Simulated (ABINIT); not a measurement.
Crystal: HgTe (Coloradoite).

```
CELL_PARAMETERS angstrom
0.00000 3.21450 3.21450
3.21450 0.00000 3.21450
3.21450 3.21450 0.00000
ATOMIC_POSITIONS crystal
Hg 0.00000 0.00000 0.00000
Te 0.75000 0.75000 0.75000
```

| Property | Result |
| --- | --- |
| Program | ABINIT 10.8.3 (patched build) |
| Task | relaxation of cell and atoms |
| Functional | PBEsol |
| Potentials or basis | PseudoDojo NC SR PBEsol v0.4.1 standard |
| Cutoff | 1088 eV |
| k mesh | 5 × 5 × 5 |
| Occupations | fermi-dirac, width 0.05 eV |
| Spin | no spin polarisation |

At the start: pressure 2.0 GPa; volume 33.22 Å³/atom.

**Question.** How do energy, volume and symmetry change on relaxing?

**Answer.** Over 5 steps the energy falls by 8.6 meV/atom and the volume is 34.66 Å³/atom (+4.3 %); space group F-43m (No. 216, to 0.05 Å).

Step by step:
```tsv
step	energy change (eV)	largest force (eV/Å)	pressure (GPa)	volume (Å³)
1	0.0000	0.0000	1.99	66.43
2	-0.0046	0.0000	1.68	66.84
3	-0.0171	0.0000	0.11	69.14
4	-0.0171	0.0000	0.01	69.31
5	-0.0171	0.0000	0.00	69.32
```

Final structure:
```cif
data_structure
_symmetry_space_group_name_H-M 'P 1'
_symmetry_Int_Tables_number 1
_cell_length_a 4.6109
_cell_length_b 4.6109
_cell_length_c 4.6109
_cell_angle_alpha 60.000
_cell_angle_beta 60.000
_cell_angle_gamma 60.000
_cell_volume 69.32
loop_
_atom_site_label
_atom_site_type_symbol
_atom_site_fract_x
_atom_site_fract_y
_atom_site_fract_z
_atom_site_occupancy
Hg1 Hg 0.00000 0.00000 0.00000 1
Te1 Te 0.75000 0.75000 0.75000 1
```
